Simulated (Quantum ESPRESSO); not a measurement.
# N (Pa-3) in Quantum ESPRESSO: reference runs

Aim: a first look at N with PBE, on the cell as given.

Everything below comes from runs of Quantum ESPRESSO 7.5. Logs are shortened: lines on timing, memory, paths and dates and some standing lists are left out, and cuts for length are marked.

## 1. The crystal as given

Symmetry: Pa-3, No. 205, cubic system. Conventional cell: a = 5.561 Å, b = 5.561 Å, c = 5.561 Å, α = 90.00°, β = 90.00°, γ = 90.00°. N (site symmetry 3) is surrounded by 1 N at 1.11 Å.

## 2. Single point, PBE

pw.in reads:

```
&CONTROL
  calculation = 'scf'
  prefix = 'pwscf'
  outdir = './tmp'
  pseudo_dir = './pseudo'
  tprnfor = .true.
  tstress = .true.
  disk_io = 'nowf'
/
&SYSTEM
  ibrav = 0
  nat = 8
  ntyp = 1
  ecutwfc = 60
  ecutrho = 480
  nbnd = 28
  occupations = 'smearing'
  smearing = 'fd'
  degauss = 0.00367493
/
&ELECTRONS
  conv_thr = 1.6d-09
  electron_maxstep = 120
  mixing_beta = 0.5
/
ATOMIC_SPECIES
N     14.0070 N.pbe-n-radius_5.UPF
CELL_PARAMETERS angstrom
   5.5605176600    0.0000000000    0.0000000000
   0.0000000000    5.5605176600    0.0000000000
   0.0000000000    0.0000000000    5.5605176600
ATOMIC_POSITIONS crystal
N      0.0573973300    0.4426026700    0.5573973300
N      0.4426026700    0.5573973300    0.0573973300
N      0.5573973300    0.0573973300    0.4426026700
N      0.9426026700    0.9426026700    0.9426026700
N      0.9426026700    0.5573973300    0.4426026700
N      0.5573973300    0.4426026700    0.9426026700
N      0.4426026700    0.9426026700    0.5573973300
N      0.0573973300    0.0573973300    0.0573973300
K_POINTS automatic
5 5 5 0 0 0
```

Potentials or basis: SSSP 1.3 efficiency PBE.

On the command line:

```bash
> OMP_NUM_THREADS=1 mpirun -n 2 pw.x -nk 2 -in pw.in > pw.out
```

pw.out:

```text
This program is part of the open-source Quantum ESPRESSO suite
     for quantum simulation of materials; please cite
         "P. Giannozzi et al., J. Phys.:Condens. Matter 21 395502 (2009);
         "P. Giannozzi et al., J. Phys.:Condens. Matter 29 465901 (2017);
         "P. Giannozzi et al., J. Chem. Phys. 152 154105 (2020);
     in publications or presentations arising from this work. More details at

     Message from routine setup:
     using ibrav=0 with symmetry is DISCOURAGED, use correct ibrav instead

     K-points division:     npool     =       2
     Subspace diagonalization in iterative solution of the eigenvalue problem:
     a serial algorithm will be used

     G-vector sticks info
     --------------------
     sticks:   dense  smooth     PW     G-vecs:    dense   smooth      PW
     Sum        4205    2093    593               206197    72743   10779

     Using Slab Decomposition

     bravais-lattice index     =            0
     lattice parameter (alat)  =      10.5079  a.u.
     unit-cell volume          =    1160.2251 (a.u.)^3
     number of atoms/cell      =            8
     number of atomic types    =            1
     number of electrons       =        40.00
     number of Kohn-Sham states=           28
     kinetic-energy cutoff     =      60.0000  Ry
     charge density cutoff     =     480.0000  Ry
     scf convergence threshold =      1.6E-09
     mixing beta               =       0.5000
     number of iterations used =            8  plain     mixing
     Exchange-correlation= PBE
                           (   1   4   3   4   0   0   0)

     celldm(1)=  10.507855  celldm(2)=   0.000000  celldm(3)=   0.000000
     celldm(4)=   0.000000  celldm(5)=   0.000000  celldm(6)=   0.000000

     crystal axes: (cart. coord. in units of alat)
               a(1) = (   1.000000   0.000000   0.000000 )
               a(2) = (   0.000000   1.000000   0.000000 )
               a(3) = (   0.000000   0.000000   1.000000 )

     reciprocal axes: (cart. coord. in units 2 pi/alat)
               b(1) = (  1.000000  0.000000  0.000000 )
               b(2) = (  0.000000  1.000000  0.000000 )
               b(3) = (  0.000000  0.000000  1.000000 )

     PseudoPot. # 1 for N  read from file:
     N.pbe-n-radius_5.UPF
     Pseudo is Ultrasoft + core correction, Zval =  5.0
     Generated using "atomic" code by A. Dal Corso  v.5.1
     Using radial grid of 1085 points,  4 beta functions with:
                l(1) =   0
                l(2) =   0
                l(3) =   1
                l(4) =   1
     Q(r) pseudized with 0 coefficients

     atomic species   valence    mass     pseudopotential
     N                 5.00    14.00700     N ( 1.00)

     24 Sym. Ops., with inversion, found (18 have fractional translation)

   Cartesian axes

     site n.     atom                  positions (alat units)
         1        N      tau(   1) = (   0.0573973   0.4426027   0.5573973  )
         2        N      tau(   2) = (   0.4426027   0.5573973   0.0573973  )
         3        N      tau(   3) = (   0.5573973   0.0573973   0.4426027  )
         4        N      tau(   4) = (   0.9426027   0.9426027   0.9426027  )
         5        N      tau(   5) = (   0.9426027   0.5573973   0.4426027  )
         6        N      tau(   6) = (   0.5573973   0.4426027   0.9426027  )
         7        N      tau(   7) = (   0.4426027   0.9426027   0.5573973  )
         8        N      tau(   8) = (   0.0573973   0.0573973   0.0573973  )

     number of k points=    11  Fermi-Dirac smearing, width (Ry)=  0.0037
                       cart. coord. in units 2pi/alat
        k(    1) = (   0.0000000   0.0000000   0.0000000), wk =   0.0160000
        k(    2) = (   0.0000000   0.0000000   0.2000000), wk =   0.0960000
        k(    3) = (   0.0000000   0.0000000   0.4000000), wk =   0.0960000
        k(    4) = (   0.0000000   0.2000000   0.2000000), wk =   0.1920000
        k(    5) = (   0.0000000   0.2000000   0.4000000), wk =   0.1920000
        k(    6) = (   0.0000000   0.4000000   0.4000000), wk =   0.1920000
        k(    7) = (   0.2000000   0.2000000   0.2000000), wk =   0.1280000
        k(    8) = (   0.2000000   0.2000000   0.4000000), wk =   0.3840000
        k(    9) = (   0.2000000   0.4000000   0.4000000), wk =   0.3840000
        k(   10) = (   0.4000000   0.4000000   0.4000000), wk =   0.1280000
        k(   11) = (   0.0000000   0.4000000   0.2000000), wk =   0.1920000

     Dense  grid:   206197 G-vectors     FFT dimensions: (  80,  80,  80)

     Smooth grid:    72743 G-vectors     FFT dimensions: (  54,  54,  54)

     Initial potential from superposition of free atoms

     starting charge      39.9999, renormalised to      40.0000
     Starting wfcs are   32 randomized atomic wfcs

     Self-consistent Calculation

     iteration #  1     ecut=    60.00 Ry     beta= 0.50
     Davidson diagonalization with overlap
     ethr =  1.00E-02,  avg # of iterations =  3.0

     total energy              =    -161.51553061 Ry
     estimated scf accuracy    <       0.47121604 Ry

     iteration #  2     ecut=    60.00 Ry     beta= 0.50
     Davidson diagonalization with overlap
     ethr =  1.18E-03,  avg # of iterations =  2.0

     total energy              =    -161.52183490 Ry
     estimated scf accuracy    <       0.07332260 Ry

     iteration #  3     ecut=    60.00 Ry     beta= 0.50
     Davidson diagonalization with overlap
     ethr =  1.83E-04,  avg # of iterations =  2.7

     total energy              =    -161.53790429 Ry
     estimated scf accuracy    <       0.00492298 Ry

     iteration #  4     ecut=    60.00 Ry     beta= 0.50
     Davidson diagonalization with overlap
     ethr =  1.23E-05,  avg # of iterations =  2.7

     total energy              =    -161.53771465 Ry
     estimated scf accuracy    <       0.00099351 Ry

     iteration #  5     ecut=    60.00 Ry     beta= 0.50
     Davidson diagonalization with overlap
     ethr =  2.48E-06,  avg # of iterations =  3.0

     total energy              =    -161.53784322 Ry
     estimated scf accuracy    <       0.00074294 Ry

     iteration #  6     ecut=    60.00 Ry     beta= 0.50
     Davidson diagonalization with overlap
     ethr =  1.86E-06,  avg # of iterations =  2.0

     total energy              =    -161.53795076 Ry
     estimated scf accuracy    <       0.00000943 Ry

     iteration #  7     ecut=    60.00 Ry     beta= 0.50
     Davidson diagonalization with overlap
     ethr =  2.36E-08,  avg # of iterations =  5.1

     total energy              =    -161.53795301 Ry
     estimated scf accuracy    <       0.00006159 Ry

     iteration #  8     ecut=    60.00 Ry     beta= 0.50
     Davidson diagonalization with overlap
     ethr =  2.36E-08,  avg # of iterations =  3.1

     total energy              =    -161.53796151 Ry
     estimated scf accuracy    <       0.00000101 Ry

     iteration #  9     ecut=    60.00 Ry     beta= 0.50
     Davidson diagonalization with overlap
     ethr =  2.52E-09,  avg # of iterations =  3.0

     total energy              =    -161.53796183 Ry
     estimated scf accuracy    <       0.00000007 Ry

     iteration # 10     ecut=    60.00 Ry     beta= 0.50
     Davidson diagonalization with overlap
     ethr =  1.71E-10,  avg # of iterations =  3.1

     total energy              =    -161.53796185 Ry
     estimated scf accuracy    <       0.00000002 Ry

     iteration # 11     ecut=    60.00 Ry     beta= 0.50
     Davidson diagonalization with overlap
     ethr =  5.57E-11,  avg # of iterations =  2.0

     total energy              =    -161.53796183 Ry
     estimated scf accuracy    <       0.00000004 Ry

     iteration # 12     ecut=    60.00 Ry     beta= 0.50
     Davidson diagonalization with overlap
     ethr =  5.57E-11,  avg # of iterations =  2.0

     total energy              =    -161.53796183 Ry
     estimated scf accuracy    <          9.4E-09 Ry

     iteration # 13     ecut=    60.00 Ry     beta= 0.50
     Davidson diagonalization with overlap
     ethr =  2.36E-11,  avg # of iterations =  3.0

     End of self-consistent calculation

          k = 0.0000 0.0000 0.0000 (  9045 PWs)   bands (ev):

   -23.6001 -23.5338 -23.5338 -23.5338  -8.9625  -8.9625  -8.9625  -8.7705
    -7.0723  -7.0723  -7.0723  -6.8666  -6.8666  -6.6750  -6.6750  -6.6750
    -6.3012  -5.3588  -5.3588  -5.3588   1.9145   1.9145   1.9145   2.8144
     2.8144   2.8144   3.1155   3.1155

          k = 0.0000 0.0000 0.2000 (  9062 PWs)   bands (ev):

   -23.5937 -23.5401 -23.5338 -23.5338  -8.9575  -8.9560  -8.9432  -8.7878
    -7.0951  -7.0697  -7.0631  -6.8963  -6.8542  -6.8074  -6.7059  -6.6983
    -6.0881  -5.4003  -5.3487  -5.3481   1.9917   1.9993   2.0415   2.7756
     2.7854   2.8452   3.0257   3.0889

          k = 0.0000 0.0000 0.4000 (  9090 PWs)   bands (ev):

   -23.5772 -23.5567 -23.5337 -23.5337  -8.9479  -8.9464  -8.8936  -8.8343
    -7.1278  -7.1079  -7.0283  -6.9644  -6.8535  -6.8151  -6.7819  -6.7550
    -5.7780  -5.5369  -5.3322  -5.3316   2.1490   2.1607   2.3690   2.6915
     2.7056   2.7525   2.9239   3.0170

          k = 0.0000 0.2000 0.2000 (  9096 PWs)   bands (ev):

   -23.5880 -23.5395 -23.5395 -23.5343  -8.9555  -8.9430  -8.9386  -8.8057
    -7.1358  -7.0868  -7.0083  -6.9007  -6.8866  -6.8592  -6.7187  -6.6890
    -5.9716  -5.3916  -5.3901  -5.3477   2.0591   2.1176   2.1223   2.7515
     2.7979   2.8160   2.9895   3.0253

          k = 0.0000 0.2000 0.4000 (  9111 PWs)   bands (ev):

   -23.5730 -23.5544 -23.5378 -23.5358  -8.9478  -8.9384  -8.9033  -8.8508
    -7.1551  -7.0891  -7.0464  -6.9716  -6.8436  -6.8124  -6.7574  -6.7480
    -5.7346  -5.5206  -5.3711  -5.3533   2.2129   2.2597   2.4193   2.6856
     2.7305   2.7606   2.8670   2.9449

          k = 0.0000 0.4000 0.4000 (  9116 PWs)   bands (ev):

   -23.5620 -23.5486 -23.5486 -23.5415  -8.9387  -8.9227  -8.9204  -8.8876
    -7.1519  -7.1007  -7.0616  -7.0108  -6.8082  -6.7970  -6.7490  -6.7298
    -5.6169  -5.4755  -5.4749  -5.4113   2.3855   2.4876   2.4951   2.6801
     2.7053   2.7505   2.7671   2.7949

          k = 0.2000 0.2000 0.2000 (  9117 PWs)   bands (ev):

   -23.5828 -23.5394 -23.5394 -23.5394  -8.9489  -8.9489  -8.9315  -8.8241
    -7.1719  -7.0301  -7.0301  -6.9512  -6.8689  -6.8689  -6.6968  -6.6968
    -5.8953  -5.3997  -5.3997  -5.3752   2.1296   2.2064   2.2064   2.7377
     2.7907   2.7907   2.9663   2.9663

          k = 0.2000 0.2000 0.4000 (  9084 PWs)   bands (ev):

   -23.5693 -23.5528 -23.5393 -23.5393  -8.9483  -8.9427  -8.9118  -8.8680
    -7.1703  -7.1048  -6.9978  -6.9748  -6.8542  -6.8219  -6.7247  -6.7172
    -5.7099  -5.5189  -5.3987  -5.3879   2.2790   2.3363   2.4651   2.6741
     2.7189   2.7547   2.8451   2.9054

          k = 0.2000 0.4000 0.4000 (  9131 PWs)   bands (ev):

   -23.5600 -23.5485 -23.5485 -23.5434  -8.9473  -8.9380  -8.9300  -8.9052
    -7.1439  -7.0773  -7.0613  -7.0163  -6.7860  -6.7677  -6.7174  -6.7066
    -5.6243  -5.5032  -5.4938  -5.4483   2.4216   2.5142   2.5422   2.6551
     2.6945   2.7227   2.7901   2.7983

          k = 0.4000 0.4000 0.4000 (  9126 PWs)   bands (ev):

   -23.5547 -23.5484 -23.5484 -23.5484  -8.9563  -8.9563  -8.9504  -8.9385
    -7.1057  -7.0559  -7.0525  -7.0525  -6.7163  -6.7163  -6.6791  -6.6791
    -5.6107  -5.5407  -5.5407  -5.5307   2.4975   2.5795   2.5795   2.5907
     2.7200   2.7200   2.7867   2.7867

          k = 0.0000 0.4000 0.2000 (  9111 PWs)   bands (ev):

   -23.5730 -23.5544 -23.5378 -23.5358  -8.9460  -8.9424  -8.9012  -8.8505
    -7.1595  -7.1357  -6.9439  -6.9315  -6.9215  -6.8591  -6.7510  -6.7216
    -5.7346  -5.5211  -5.3695  -5.3543   2.2207   2.2571   2.4166   2.6949
     2.6961   2.7610   2.8791   2.9560

     the Fermi energy is    -3.3134 ev

!    total energy              =    -161.53796183 Ry
     estimated scf accuracy    <          8.0E-10 Ry
     smearing contrib. (-TS)   =       0.00000000 Ry
     internal energy E=F+TS    =    -161.53796183 Ry

     The total energy is F=E-TS. E is the sum of the following terms:
     one-electron contribution =    -114.17222632 Ry
     hartree contribution      =      67.64344953 Ry
     xc contribution           =     -42.11539074 Ry
     ewald contribution        =     -72.89379431 Ry

     convergence has been achieved in  13 iterations

     Forces acting on atoms (cartesian axes, Ry/au):

     atom    1 type  1   force =    -0.00410078    0.00410078   -0.00410078
     atom    2 type  1   force =     0.00410078   -0.00410078   -0.00410078
     atom    3 type  1   force =    -0.00410078   -0.00410078    0.00410078
     atom    4 type  1   force =     0.00410078    0.00410078    0.00410078
     atom    5 type  1   force =     0.00410078   -0.00410078    0.00410078
     atom    6 type  1   force =    -0.00410078    0.00410078    0.00410078
     atom    7 type  1   force =     0.00410078    0.00410078   -0.00410078
     atom    8 type  1   force =    -0.00410078   -0.00410078   -0.00410078

     Total force =     0.020090     Total SCF correction =     0.000062

     Computing stress (Cartesian axis) and pressure

          total   stress  (Ry/bohr**3)                   (kbar)     P=        3.06
   0.00002079   0.00000000   0.00000000            3.06        0.00        0.00
   0.00000000   0.00002079   0.00000000            0.00        3.06        0.00
   0.00000000   0.00000000   0.00002079            0.00        0.00        3.06

=------------------------------------------------------------------------------=
   JOB DONE.
=------------------------------------------------------------------------------=
```

It took 26 s on 2 MPI ranks of Intel Xeon 6975P-C (Granite Rapids), shared host; peak memory 0.5 GiB.

Results:

```yaml
Free_energy: -2197.8359 eV
Pressure: 0.3 GPa
Largest_force: 0.183 eV/Å
Band_gap_on_the_k_mesh: 7.25 eV, indirect (least direct gap 7.27 eV)
```

Forces in eV/Å, atoms in the order of the input:
```
N   -0.105  0.105 -0.105
N    0.105 -0.105 -0.105
N   -0.105 -0.105  0.105
N    0.105  0.105  0.105
N    0.105 -0.105  0.105
N   -0.105  0.105  0.105
N    0.105  0.105 -0.105
N   -0.105 -0.105 -0.105
```

Caveat: an odd mesh through Γ misses points on the zone boundary, where band edges often lie.
